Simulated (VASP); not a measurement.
# ZnS (Wurtzite-2H) (P6_3mc) in VASP: settings compared

Aim: see how the results for ZnS (Wurtzite-2H) move with the level of theory and the settings. Levels: PBE, vdW-DF, optPBE-vdW, BEEF-vdW, vdW-DF2. Tasks: single point, relaxation of cell and atoms.

Everything below comes from runs of VASP 6.6.1. Logs are shortened: lines on timing, memory, paths and dates and some standing lists are left out, and cuts for length are marked.

**What was measured.**

From a printed reference work, monograph, for a bulk crystal of ZnS at 4 K: band gap 3.911 eV (direct).

The runs below are set against these values where they give the same quantity.

## Step 1: Starting point

It takes space group P6_3mc (No. 186, hexagonal). Conventional cell: a = 3.811 Å, b = 3.811 Å, c = 6.234 Å, α = 90.00°, β = 90.00°, γ = 120.00°. Around Zn (site symmetry 3m) lie 4 S at 2.31 to 2.40 Å. S (site symmetry 3m) has 4 Zn at 2.31 to 2.40 Å as nearest neighbours.

## Step 2: Single point, PBE

The input, INCAR:

```
PREC     = Accurate       # precision mode
ENCUT    = 520            # plane-wave cutoff, eV
EDIFF    = 1E-6           # SCF threshold, eV
ISMEAR   = 0              # smearing method
SIGMA    = 0.017          # smearing width, eV
LREAL    = F              # projectors in reciprocal space
LASPH    = T              # aspherical terms in the spheres
NELM     = 80             # most SCF steps
ALGO     = Normal         # electronic algorithm
ISIF     = 2              # what is computed and relaxed
LWAVE    = F              # write WAVECAR
LCHARG   = F              # write CHGCAR
GGA      = PE             # functional
NBANDS   = 26             # bands
```

The input, KPOINTS:

```
Automatic mesh
0
Gamma
  8 8 5
```

The input, POSCAR:

```
ZnS
1.0
    3.8110000000      0.0000000000      0.0000000000
   -1.9055000000      3.3004228138      0.0000000000
    0.0000000000      0.0000000000      6.2340000000
Zn S
2 2
Direct
    0.6666666667      0.3333333333      0.5000000000
    0.3333333333      0.6666666667      0.0000000000
    0.6666666667      0.3333333333      0.8850000000
    0.3333333333      0.6666666667      0.3850000000
```

Potentials or basis: VASP PAW PBE potentials, release 64 (Zn, S).

On the command line:

```console
cat potpaw_PBE.64/Zn/POTCAR potpaw_PBE.64/S/POTCAR > POTCAR
mpirun -np 1 vasp_std > vasp.out
```

OUTCAR:

```text
PREC = Accurate
   ENCUT = 520
   EDIFF = 1E-6
   ISMEAR = 0
   LREAL = F
   LASPH = T
   NELM = 80
   ISIF = 2
   GGA = PE

 ion  position               nearest neighbor table
   1  0.667  0.333  0.500-   4 2.31   4 2.31   4 2.31   3 2.40
   2  0.333  0.667  0.000-   3 2.31   3 2.31   3 2.31   4 2.40
   3  0.667  0.333  0.885-   2 2.31   2 2.31   2 2.31   1 2.40
   4  0.333  0.667  0.385-   1 2.31   1 2.31   1 2.31   2 2.40

  LATTYP: Found a hexagonal cell.
 ALAT       =     3.8110000000
 C/A-ratio  =     1.6357911309

  Lattice vectors:

 A1 = (   3.8110000000,   0.0000000000,   0.0000000000)
 A2 = (  -1.9055000000,   3.3004228138,   0.0000000000)
 A3 = (   0.0000000000,   0.0000000000,   6.2340000000)

Analysis of symmetry for initial positions (statically):
=====================================================================
 Subroutine PRICEL returns:
 Original cell was already a primitive cell.

 Routine SETGRP: Setting up the symmetry group for a
 hexagonal supercell.

 Subroutine GETGRP returns: Found 12 space group operations
 (whereof  6 operations were pure point group operations)
 out of a pool of 24 trial point group operations.

The static configuration has the point symmetry C_3v.
 The point group associated with its full space group is C_6v.

Analysis of symmetry for dynamics (positions and initial velocities):
=====================================================================
 Subroutine PRICEL returns:
 Original cell was already a primitive cell.

 Routine SETGRP: Setting up the symmetry group for a
 hexagonal supercell.

 Subroutine GETGRP returns: Found 12 space group operations
 (whereof  6 operations were pure point group operations)
 out of a pool of 24 trial point group operations.

The dynamic configuration has the point symmetry C_3v.
 The point group associated with its full space group is C_6v.

 Subroutine INISYM returns: Found 12 space group operations
 (whereof  6 operations are pure point group operations),
 and found     1 'primitive' translations

----------------------------------------------------------------------------------------

                                     Primitive cell

  volume of cell :      78.4107

  direct lattice vectors                    reciprocal lattice vectors
     3.811000000  0.000000000  0.000000000     0.262398321  0.151495741  0.000000000
    -1.905500000  3.300422814  0.000000000     0.000000000  0.302991482  0.000000000
     0.000000000  0.000000000  6.234000000     0.000000000  0.000000000  0.160410651

  length of vectors
     3.811000000  3.811000000  6.234000000     0.302991482  0.302991482  0.160410651

  position of ions in fractional coordinates (direct lattice)
     0.666666667  0.333333333  0.500000000
     0.333333333  0.666666667  0.000000000
     0.666666667  0.333333333  0.885000000
     0.333333333  0.666666667  0.385000000

  ion indices of the primitive-cell ions
   primitive index   ion index
                 1           1
                 2           2
                 3           3
                 4           4

----------------------------------------------------------------------------------------

 KPOINTS: Automatic mesh

Automatic generation of k-mesh.
 Grid dimensions read from file:
 generate k-points for:    8    8    5

 Generating k-lattice:

  Cartesian coordinates                     Fractional coordinates (reciprocal lattice)
     0.032799790  0.018936968  0.000000000     0.125000000  0.000000000  0.000000000
     0.000000000  0.037873935  0.000000000     0.000000000  0.125000000  0.000000000
     0.000000000  0.000000000  0.032082130     0.000000000  0.000000000  0.200000000

  Length of vectors
     0.037873935  0.037873935  0.032082130

  Shift w.r.t. Gamma in fractional coordinates (k-lattice)
     0.000000000  0.000000000  0.000000000

 Subroutine IBZKPT returns following result:
 ===========================================

 Found     30 irreducible k-points:

 Following reciprocal coordinates:
            Coordinates               Weight
  0.000000  0.000000  0.000000      1.000000
  0.125000  0.000000  0.000000      6.000000
  0.250000  0.000000  0.000000      6.000000
  0.375000  0.000000  0.000000      6.000000
  0.500000  0.000000  0.000000      3.000000
  0.125000  0.125000  0.000000      6.000000
[... 16 lines left out ...]
  0.250000  0.000000  0.400000     12.000000
  0.375000  0.000000  0.400000     12.000000
 [... further k-points ...]
   k-points           NKPTS =     30   k-points in BZ     NKDIM =     30   number of bands    NBANDS=     26
   number of dos      NEDOS =    301   number of ions     NIONS =      4
   total plane-waves  NPLWV =  37632
   dimension x,y,z NGX =    28 NGY =   28 NGZ =   48
   dimension x,y,z NGXF=    56 NGYF=   56 NGZF=   96
   ions per type =               2   2
   NGX,Y,Z   is equivalent  to a cutoff of  12.21, 12.21, 12.80 a.u.
   NGXF,Y,Z  is equivalent  to a cutoff of  24.43, 24.43, 25.60 a.u.
 SYSTEM =  unknown system
   PREC   = accura    normal or accurate (medium, high low for compatibility)
   ISTART =      0    job   : 0-new  1-cont  2-samecut
   ICHARG =      2    charge: 1-file 2-atom 10-const
   ISPIN  =      1    spin polarized calculation?
   LNONCOLLINEAR =      F non collinear calculations
   LSORBIT =      F    spin-orbit coupling
   LASPH  =      T    aspherical Exc in radial PAW
   ENCUT  =  520.0 eV  38.22 Ry    6.18 a.u.   7.09  7.09 11.59*2*pi/ulx,y,z
   NELM   =     80;   NELMIN=  2; NELMDL= -5     # of ELM steps
   EDIFF  = 0.1E-05   stopping-criterion for ELM
   LREAL  =      F    real-space projection
   EDIFFG = 0.1E-04   stopping-criterion for IOM
   NSW    =      0    number of steps for IOM
   IBRION =     -1    ionic relax: 0-MD 1-quasi-New 2-CG
   NFREE  =      0    steps in history (QN), initial steepest desc. (CG)
   ISIF   =      2    stress and relaxation
   ISYM   =      2    0-nonsym 1-usesym 2-fastsym
   POTIM  = 0.5000    time-step for ionic-motion
   TEBEG  =    0.0;   TEEND  =   0.0 temperature during run
   PSTRESS=    0.0 pullay stress
   NELECT =      36.0000    total number of electrons
   NUPDOWN=      -1.0000    fix difference up-down
   EMIN   =  10.00;   EMAX   =-10.00  energy-range for DOS
   EFERMI =   0.00;   METHOD = LEGACY
   ISMEAR =     0;   SIGMA  =   0.02  broadening in eV -4-tet -1-fermi 0-gaus
   EFERMI_NEDOS =   21; number of points for ismear=-14 and -15
   IALGO  =     38    algorithm
   IMIX   =      4    mixing-type and parameters
     AMIX     =   0.40;   BMIX     =  1.00
     AMIX_MAG =   1.60;   BMIX_MAG =  1.00
  volume/ion in A,a.u.               =      19.60       132.29
  Fermi-wavevector in a.u.,A,eV,Ry     =   1.262943  2.386617 21.701647  1.595026
  Thomas-Fermi vector in A             =   2.396326
   LORBIT       =      0    0 simple, 1 ext, 2 COOP (PROOUT), +10 PAW based schemes
   GGA     = PE    functional components
   LHFCALC =     F    Hartree Fock is set to
   AEXX    =    0.0000 exact exchange contribution
   IVDW    =     0    specifies the selected vdW correction
   LEPSILON=     F    determine dielectric tensor
   LRPA    =     F    only Hartree local field effects (RPA)
 non-spin polarized calculation
 Gauss-broadening in eV      SIGMA  =   0.02
  energy-cutoff  :      520.00
  volume of cell :       78.41
 maximum number of plane-waves:      2128
   NGX = 15   NGY = 15   NGZ = 23

 number of electron      35.9999977 magnetization

 Free energy of the ion-electron system (eV)
  ---------------------------------------------------
  ext. energy  EPLUGINS =         0.00000000
  ---------------------------------------------------
  free energy    TOTEN  =       -13.65381207 eV

  energy without entropy =      -13.65381207  energy(sigma->0) =      -13.65381207

 E-fermi :   2.2629     XC(G=0):  -9.6512

 val. band max:        2.1625432846   @ k =   0.0000   0.0000   0.0000
 cond. band min:       4.4157312041   @ k =   0.0000   0.0000   0.0000
 fundamental gap:      2.2531879194
 Fermi energy:         2.2629173086

 k-point     1 :       0.0000    0.0000    0.0000
  band No.  band energies     occupation
      1     -11.0311      2.00000
      2     -10.1080      2.00000
      3      -4.2064      2.00000
      4      -4.2064      2.00000
      5      -4.1421      2.00000
      6      -4.1421      2.00000
[... 18 lines left out ...]
     25       9.7855      0.00000
     26      11.4723      0.00000

 k-point     2 :       0.1250    0.0000    0.0000
  band No.  band energies     occupation
      1     -10.9248      2.00000
      2     -10.0470      2.00000
      3      -4.2149      2.00000
      4      -4.1812      2.00000
      5      -4.1350      2.00000
      6      -4.1096      2.00000
[... 18 lines left out ...]
     25      10.2701      0.00000
     26      10.8063      0.00000

 k-point     3 :       0.2500    0.0000    0.0000
  band No.  band energies     occupation
      1     -10.6397      2.00000
      2      -9.9042      2.00000
      3      -4.2163      2.00000
      4      -4.1253      2.00000
      5      -4.1116      2.00000
      6      -4.0285      2.00000
[... 18 lines left out ...]
     25      10.6044      0.00000
     26      11.1040      0.00000

 k-point     4 :       0.3750    0.0000    0.0000
  band No.  band energies     occupation
      1     -10.2876      2.00000
      2      -9.7885      2.00000
      3      -4.1861      2.00000
      4      -4.0806      2.00000
      5      -4.0471      2.00000
      6      -3.9400      2.00000
[... 18 lines left out ...]
     25      10.9603      0.00000
     26      12.4441      0.00000
[... 496 lines left out ...]
      1     -10.6509      2.00000
      2     -10.3818      2.00000
      3      -4.2067      2.00000
      4      -4.1775      2.00000
      5      -4.1622      2.00000
      6      -4.1402      2.00000
[... 18 lines left out ...]
     25       9.5573      0.00000
     26       9.9054      0.00000

 k-point    23 :       0.2500    0.0000    0.4000
  band No.  band energies     occupation
      1     -10.4023      2.00000
      2     -10.1757      2.00000
      3      -4.2146      2.00000
      4      -4.1754      2.00000
      5      -4.0955      2.00000
      6      -4.0652      2.00000
[... 18 lines left out ...]
     25      10.1143      0.00000
     26      10.6279      0.00000

 k-point    24 :       0.3750    0.0000    0.4000
  band No.  band energies     occupation
      1     -10.1154      2.00000
      2      -9.9605      2.00000
      3      -4.1955      2.00000
      4      -4.1526      2.00000
      5      -4.0337      2.00000
      6      -3.9899      2.00000
[... 18 lines left out ...]
     25      11.2379      0.00000
     26      11.5780      0.00000

 [... further k-points ...]

------------------------ aborting loop because EDIFF is reached ----------------------------------------

  FORCE on cell =-STRESS in cart. coord.  units (eV):
  Direction    XX          YY          ZZ          XY          YZ          ZX
  --------------------------------------------------------------------------------------
  -------------------------------------------------------------------------------------
  Total        1.5571086      1.5571086      0.5489968      0.0000000      0.0000000      0.0000000
  in kB       31.8166295     31.8166295     11.2177327      0.0000000      0.0000000      0.0000000
  external PRESSURE =      24.9503306 kB  Pullay stress =       0.0000000 kB

 VOLUME and BASIS-vectors are now :
 -----------------------------------------------------------------------------
  energy-cutoff  :      520.00
  volume of cell :       78.41
      direct lattice vectors                 reciprocal lattice vectors
     3.811000000  0.000000000  0.000000000     0.262398321  0.151495741  0.000000000
    -1.905500000  3.300422814  0.000000000     0.000000000  0.302991482  0.000000000
     0.000000000  0.000000000  6.234000000     0.000000000  0.000000000  0.160410651

 POSITION                                       TOTAL-FORCE (eV/Angst)
 -----------------------------------------------------------------------------------
      1.90550      1.10014      3.11700        -0.000000     -0.000000      0.322737
     -0.00000      2.20028      0.00000         0.000000      0.000000      0.322737
      1.90550      1.10014      5.51709        -0.000000      0.000000     -0.322737
     -0.00000      2.20028      2.40009        -0.000000      0.000000     -0.322737
 -----------------------------------------------------------------------------------
    total drift:                               -0.000000     -0.000000      0.000471

  FREE ENERGIE OF THE ION-ELECTRON SYSTEM (eV)
  ---------------------------------------------------
  free  energy   TOTEN  =       -13.6538120688 eV

  energy  without entropy=      -13.6538120688  energy(sigma->0) =      -13.65381207
```

Wall time 53 s (1 thread of Intel Xeon Platinum 8488C (Sapphire Rapids), shared host); peak memory 0.2 GiB.

Results:

- Free energy: -13.6538 eV
- Pressure: 2.5 GPa
- Largest force: 0.323 eV/Å
- Band gap on the k mesh: 2.25 eV, direct

Forces on the atoms (eV/Å):
```
Zn   0.000  0.000  0.323
Zn   0.000  0.000  0.323
S    0.000  0.000 -0.323
S    0.000  0.000 -0.323
```

Levels at points of the mesh, in eV from the valence-band top:
```csv
k point,band 16,band 17,band 18,band 19,band 20,band 21
"(0.00, 0.00, 0.00)",-0.01,-0.01,0.00,2.25,3.00,6.30
"(0.50, 0.00, 0.00)",-2.25,-1.56,-0.98,3.62,4.27,5.18
```

(Part 1 of 3 ends here.)
